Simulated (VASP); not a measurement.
# Tm (Fm-3m) in VASP: notebook

One crystal, Tm, is run at these levels: PBEsol; tasks: single point.

Everything below comes from runs of VASP 6.6.1. Logs are shortened: lines on timing, memory, paths and dates and some standing lists are left out, and cuts for length are marked.

## 1. The crystal as given

The structure is cubic, space group Fm-3m (No. 225). Conventional cell: a = 4.936 Å, b = 4.936 Å, c = 4.936 Å, α = 90.00°, β = 90.00°, γ = 90.00°. Tm (site symmetry m-3m) is surrounded by 12 Tm at 3.49 Å.

This isn't the form of Tm at room conditions, which is hcp.

## 2. Single point, PBEsol, collinear spin, ferromagnetic start

Contents of INCAR:

```
ADDGRID = False
ALGO = Normal
EDIFF = 1E-6
ENCUT = 450
GGA = PS
ISIF = 2
ISMEAR = -1
ISPIN = 2
LASPH = True
LCHARG = False
LMAXMIX = 6
LORBIT = 11
LREAL = False
LWAVE = False
MAGMOM = 2
NBANDS = 22
NELM = 100
PREC = Accurate
SIGMA = 0.2
```

Contents of KPOINTS:

```
k-points
0
Gamma
  10 10 10
```

Contents of POSCAR:

```
Tm
1.0
    0.0000000000      2.4680255249      2.4680255249
    2.4680255249      0.0000000000      2.4680255249
    2.4680255249      2.4680255249      0.0000000000
Tm
1
Direct
    0.0000000000      0.0000000000      0.0000000000
```

Potentials or basis: VASP PAW PBE potentials, release 64 (Tm).

On the command line:

```console
$ cat potpaw_PBE.64/Tm/POTCAR > POTCAR
$ mpirun -np 1 vasp_std > vasp.out
```

OUTCAR:

```text
EDIFF = 1E-6
   ENCUT = 450
   GGA = PS
   ISIF = 2
   ISMEAR = -1
   ISPIN = 2
   LASPH = True
   LORBIT = 11
   LREAL = False
   NELM = 100
   PREC = Accurate

 Found     47 irreducible k-points:

 Following reciprocal coordinates:
            Coordinates               Weight
  0.000000  0.000000  0.000000      1.000000
  0.100000  0.000000  0.000000      8.000000
  0.200000  0.000000  0.000000      8.000000
  0.300000  0.000000  0.000000      8.000000
  0.400000  0.000000  0.000000      8.000000
  0.500000  0.000000  0.000000      4.000000
   k-points           NKPTS =     47   k-points in BZ     NKDIM =     47   number of bands    NBANDS=     22
   number of dos      NEDOS =    301   number of ions     NIONS =      1
   total plane-waves  NPLWV =  13824
   dimension x,y,z NGX =    24 NGY =   24 NGZ =   24
   dimension x,y,z NGXF=    48 NGYF=   48 NGZF=   48
   ions per type =               1
   NGX,Y,Z   is equivalent  to a cutoff of  11.43, 11.43, 11.43 a.u.
   NGXF,Y,Z  is equivalent  to a cutoff of  22.86, 22.86, 22.86 a.u.
 SYSTEM =  unknown system
   PREC   = accura    normal or accurate (medium, high low for compatibility)
   ISTART =      0    job   : 0-new  1-cont  2-samecut
   ICHARG =      2    charge: 1-file 2-atom 10-const
   ISPIN  =      2    spin polarized calculation?
   LNONCOLLINEAR =      F non collinear calculations
   LSORBIT =      F    spin-orbit coupling
   LASPH  =      T    aspherical Exc in radial PAW
   ENCUT  =  450.0 eV  33.07 Ry    5.75 a.u.   6.04  6.04  6.04*2*pi/ulx,y,z
   NELM   =    100;   NELMIN=  2; NELMDL= -5     # of ELM steps
   EDIFF  = 0.1E-05   stopping-criterion for ELM
   LREAL  =      F    real-space projection
   EDIFFG = 0.1E-04   stopping-criterion for IOM
   NSW    =      0    number of steps for IOM
   IBRION =     -1    ionic relax: 0-MD 1-quasi-New 2-CG
   NFREE  =      0    steps in history (QN), initial steepest desc. (CG)
   ISIF   =      2    stress and relaxation
   ISYM   =      2    0-nonsym 1-usesym 2-fastsym
   POTIM  = 0.5000    time-step for ionic-motion
   TEBEG  =    0.0;   TEEND  =   0.0 temperature during run
   PSTRESS=    0.0 pullay stress
   NELECT =      23.0000    total number of electrons
   NUPDOWN=      -1.0000    fix difference up-down
   EMIN   =  10.00;   EMAX   =-10.00  energy-range for DOS
   EFERMI =   0.00;   METHOD = LEGACY
   ISMEAR =    -1;   SIGMA  =   0.20  broadening in eV -4-tet -1-fermi 0-gaus
   EFERMI_NEDOS =   21; number of points for ismear=-14 and -15
   IALGO  =     38    algorithm
   IMIX   =      4    mixing-type and parameters
     AMIX     =   0.40;   BMIX     =  1.00
     AMIX_MAG =   1.60;   BMIX_MAG =  1.00
  volume/ion in A,a.u.               =      30.07       202.90
  Fermi-wavevector in a.u.,A,eV,Ry     =   1.497239  2.829371 30.500515  2.241725
  Thomas-Fermi vector in A             =   2.609152
   LORBIT       =     11    0 simple, 1 ext, 2 COOP (PROOUT), +10 PAW based schemes
   GGA     = PS    functional components
   LHFCALC =     F    Hartree Fock is set to
   AEXX    =    0.0000 exact exchange contribution
   IVDW    =     0    specifies the selected vdW correction
   LEPSILON=     F    determine dielectric tensor
   LRPA    =     F    only Hartree local field effects (RPA)
 spin polarized calculation
  energy-cutoff  :      450.00
  volume of cell :       30.07
 maximum number of plane-waves:       666
   NGX = 13   NGY = 13   NGZ = 13

 number of electron      23.0000009 magnetization       1.2280731

 Free energy of the ion-electron system (eV)
  ---------------------------------------------------
  ext. energy  EPLUGINS =         0.00000000
  ---------------------------------------------------
  free energy    TOTEN  =        -4.82462307 eV

  energy without entropy =       -4.05114706  energy(sigma->0) =       -4.43788507

 E-fermi :   2.1748     XC(G=0): -10.4278

 val. band max:        2.1746086523   @ k =  -0.3000   0.4000   0.1000
 cond. band min:       2.1838036115   @ k =  -0.4000   0.4000   0.0000
 fundamental gap:      0.0091949592
 Fermi energy:         2.1748259091

 spin component 1

 k-point     1 :       0.0000    0.0000    0.0000
  band No.  band energies     occupation
      1     -48.2742      1.00000
      2     -21.1803      1.00000
      3     -21.1803      1.00000
      4     -21.1803      1.00000
      5      -3.2232      1.00000
      6       0.7245      0.99929
[... 14 lines left out ...]
     21      15.8517      0.00000
     22      17.9143      0.00000

 k-point     2 :       0.1000    0.0000    0.0000
  band No.  band energies     occupation
      1     -48.2701      1.00000
      2     -21.2465      1.00000
      3     -21.1886      1.00000
      4     -21.1886      1.00000
      5      -2.9405      1.00000
      6       0.7293      0.99927
[... 14 lines left out ...]
     21      16.4434      0.00000
     22      19.4971      0.00000

 k-point     3 :       0.2000    0.0000    0.0000
  band No.  band energies     occupation
      1     -48.2591      1.00000
      2     -21.4152      1.00000
      3     -21.2101      1.00000
      4     -21.2101      1.00000
      5      -2.1616      1.00000
      6       0.7447      0.99922
[... 14 lines left out ...]
     21      17.9774      0.00000
     22      19.3883      0.00000

 k-point     4 :       0.3000    0.0000    0.0000
  band No.  band energies     occupation
      1     -48.2455      1.00000
      2     -21.6156      1.00000
      3     -21.2365      1.00000
      4     -21.2365      1.00000
      5      -1.1082      1.00000
      6       0.7597      0.99916
[... 14 lines left out ...]
     21      18.9936      0.00000
     22      18.9936      0.00000

 k-point     5 :       0.4000    0.0000    0.0000
  band No.  band energies     occupation
      1     -48.2345      1.00000
      2     -21.7722      1.00000
      3     -21.2575      1.00000
      4     -21.2575      1.00000
      5      -0.1953      0.99999
      6       0.7526      0.99918
[... 14 lines left out ...]
     21      17.0096      0.00000
     22      21.3304      0.00000

 k-point     6 :       0.5000    0.0000    0.0000
  band No.  band energies     occupation
      1     -48.2303      1.00000
      2     -21.8310      1.00000
      3     -21.2658      1.00000
      4     -21.2658      1.00000
      5       0.1469      0.99996
      6       0.7444      0.99922
[... 14 lines left out ...]
     21      16.0800      0.00000
     22      23.4846      0.00000

 [... further k-points ...]

 spin component 2

 k-point     1 :       0.0000    0.0000    0.0000
  band No.  band energies     occupation
      1     -47.7407      1.00000
      2     -20.8043      1.00000
      3     -20.8043      1.00000
      4     -20.8043      1.00000
      5      -3.2348      1.00000
      6       1.6888      0.91911
[... 14 lines left out ...]
     21      15.8654      0.00000
     22      17.8618      0.00000

 k-point     2 :       0.1000    0.0000    0.0000
  band No.  band energies     occupation
      1     -47.7363      1.00000
      2     -20.8736      1.00000
      3     -20.8128      1.00000
      4     -20.8128      1.00000
      5      -2.9494      1.00000
      6       1.6892      0.91896
[... 14 lines left out ...]
     21      16.4634      0.00000
     22      19.4627      0.00000

 k-point     3 :       0.2000    0.0000    0.0000
  band No.  band energies     occupation
      1     -47.7248      1.00000
      2     -21.0502      1.00000
      3     -20.8352      1.00000
      4     -20.8352      1.00000
      5      -2.1642      1.00000
      6       1.6956      0.91653
[... 14 lines left out ...]
     21      18.0124      0.00000
     22      19.4358      0.00000

 k-point     4 :       0.3000    0.0000    0.0000
  band No.  band energies     occupation
      1     -47.7105      1.00000
      2     -21.2596      1.00000
      3     -20.8627      1.00000
      4     -20.8627      1.00000
      5      -1.1059      1.00000
      6       1.7211      0.90624
[... 14 lines left out ...]
     21      19.0652      0.00000
     22      19.0652      0.00000

 k-point     5 :       0.4000    0.0000    0.0000
  band No.  band energies     occupation
      1     -47.6990      1.00000
      2     -21.4228      1.00000
      3     -20.8845      1.00000
      4     -20.8845      1.00000
      5      -0.1931      0.99999
      6       1.7245      0.90477
[... 14 lines left out ...]
     21      17.0616      0.00000
     22      21.3272      0.00000

 k-point     6 :       0.5000    0.0000    0.0000
  band No.  band energies     occupation
      1     -47.6945      1.00000
      2     -21.4840      1.00000
      3     -20.8931      1.00000
      4     -20.8931      1.00000
      5       0.1464      0.99996
      6       1.7116      0.91020
[... 14 lines left out ...]
     21      16.1186      0.00000
     22      23.5084      0.00000

 [... further k-points ...]

------------------------ aborting loop because EDIFF is reached ----------------------------------------

  FORCE on cell =-STRESS in cart. coord.  units (eV):
  Direction    XX          YY          ZZ          XY          YZ          ZX
  --------------------------------------------------------------------------------------
  -------------------------------------------------------------------------------------
  Total        0.2267864      0.2267864      0.2267864      0.0000000      0.0000000     -0.0000000
  in kB       12.0850534     12.0850534     12.0850534      0.0000000      0.0000000     -0.0000000
  external PRESSURE =      12.0850534 kB  Pullay stress =       0.0000000 kB

 VOLUME and BASIS-vectors are now :
 -----------------------------------------------------------------------------
  energy-cutoff  :      450.00
  volume of cell :       30.07
      direct lattice vectors                 reciprocal lattice vectors
     0.000000000  2.468025525  2.468025525    -0.202591098  0.202591098  0.202591098
     2.468025525  0.000000000  2.468025525     0.202591098 -0.202591098  0.202591098
     2.468025525  2.468025525  0.000000000     0.202591098  0.202591098 -0.202591098

 POSITION                                       TOTAL-FORCE (eV/Angst)
 -----------------------------------------------------------------------------------
      0.00000      0.00000      0.00000        -0.000000     -0.000000      0.000000
 -----------------------------------------------------------------------------------
    total drift:                               -0.000000      0.000000      0.000000

  FREE ENERGIE OF THE ION-ELECTRON SYSTEM (eV)
  ---------------------------------------------------
  free  energy   TOTEN  =        -4.8246230735 eV

  energy  without entropy=       -4.0511470585  energy(sigma->0) =       -4.43788507

 total charge

# of ion       s       p       d       f       tot
--------------------------------------------------
    1        2.223   5.934   0.426  12.481  21.064

 magnetization (x)

# of ion       s       p       d       f       tot
--------------------------------------------------
    1        0.003  -0.019  -0.008   1.273   1.249
```

It took 83 s on 1 thread of Intel Xeon Platinum 8375C at 2.90GHz (Ice Lake), shared host; peak memory 0.18 GiB.

The run converged, but some of its settings lie outside the range that counts as converged, so its numbers aren't taken as properties of the crystal.

Results:

- Free energy: -4.8246 eV
- Pressure: 1.2 GPa
- Band gap on the k mesh: none (metal or under the smearing width)
- Net moment: 1.23 μB per cell
- Site moments: Tm +1.25 μB
- Valence electrons inside the program's atomic spheres: Tm 21.06

Caveat: the magnetic or orbital state may not be the lowest; the PAW data sets were made with another functional, which shifts forces and pressure a little; spin-orbit coupling is left out, which moves the levels of the heavy elements.

## 3. Single point, PBEsol, collinear spin, ferromagnetic start

Edit INCAR of step 2 so:

```diff
@@ -3,6 +3,6 @@
 EDIFF = 1E-6
-ENCUT = 450
+ENCUT = 550
 GGA = PS
 ISIF = 2
-ISMEAR = -1
+ISMEAR = 1
 ISPIN = 2
```

KPOINTS is that of step 2.

POSCAR is that of step 2.

Potentials or basis: VASP PAW PBE potentials, release 64 (Tm).

On the command line:

```console
$ cat potpaw_PBE.64/Tm/POTCAR > POTCAR
$ mpirun -np 1 vasp_std > vasp.out
```

It took 4.1 min on 1 thread of Intel Xeon Platinum 8375C at 2.90GHz (Ice Lake), shared host; peak memory 0.21 GiB.

The run converged, but some of its settings lie outside the range that counts as converged, so its numbers aren't taken as properties of the crystal.

What came out:

```
Free energy                                           : -4.3362 eV
Pressure                                              : 0.6 GPa
Band gap on the k mesh                                : none (metal or under the smearing width)
Net moment                                            : 1.03 μB per cell
Site moments                                          : Tm +1.18 μB
Valence electrons inside the program's atomic spheres : Tm 21.07
```

Caveat: the magnetic or orbital state may not be the lowest; the PAW data sets were made with another functional, which shifts forces and pressure a little; spin-orbit coupling is left out, which moves the levels of the heavy elements.

## 4. Single point, PBEsol, collinear spin, ferromagnetic start

Contents of INCAR:

```
SYSTEM = Tm
  ADDGRID = .FALSE.
  ALGO = Normal
  EDIFF = 1E-8
  ENCUT = 900
  GGA = PS
  ISIF = 2
  ISMEAR = 1
  ISPIN = 2
  LASPH = .TRUE.
  LCHARG = .FALSE.
  LMAXMIX = 6
  LORBIT = 11
  LREAL = .FALSE.
  LWAVE = .FALSE.
  MAGMOM = 2
  NBANDS = 22
  NELM = 100
  PREC = Accurate
  SIGMA = 0.1
```

Contents of KPOINTS:

```
k-points
0
G
  17 17 17
  0 0 0
```

POSCAR is that of step 3.

On the command line:

```console
$ cat potpaw_PBE.64/Tm/POTCAR > POTCAR
$ mpirun -np 1 vasp_std > vasp.out
```

It took 48 min on 1 thread of AMD EPYC, shared host; peak memory 0.52 GiB.

The run converged. Its results:

```
Free energy                                           : -4.3294 eV
Pressure                                              : 0.9 GPa
Band gap on the k mesh                                : none (metal or under the smearing width)
Net moment                                            : 1.03 μB per cell
Site moments                                          : Tm +1.17 μB
Valence electrons inside the program's atomic spheres : Tm 21.07
```

Levels at points of the mesh, in eV from the Fermi level:
Spin up:
| k point | band 9 | band 10 | band 11 | band 12 | band 13 | band 14 | band 15 | band 16 |
| --- | --- | --- | --- | --- | --- | --- | --- | --- |
| (0.00, 0.00, 0.00) | -1.26 | -0.88 | -0.88 | -0.88 | 2.99 | 2.99 | 2.99 | 5.48 |
Spin down:
```
           k point  band 8  band 9  band 10  band 11  band 12  band 13  band 14  band 15
(0.00, 0.00, 0.00)   -0.20   -0.16    -0.12    -0.12    -0.12     2.89     2.89     2.89
```

Caveat: the magnetic or orbital state may not be the lowest; the PAW data sets were made with another functional, which shifts forces and pressure a little; spin-orbit coupling is left out, which moves the levels of the heavy elements. The state reached can hang on the start; a lower one may exist.
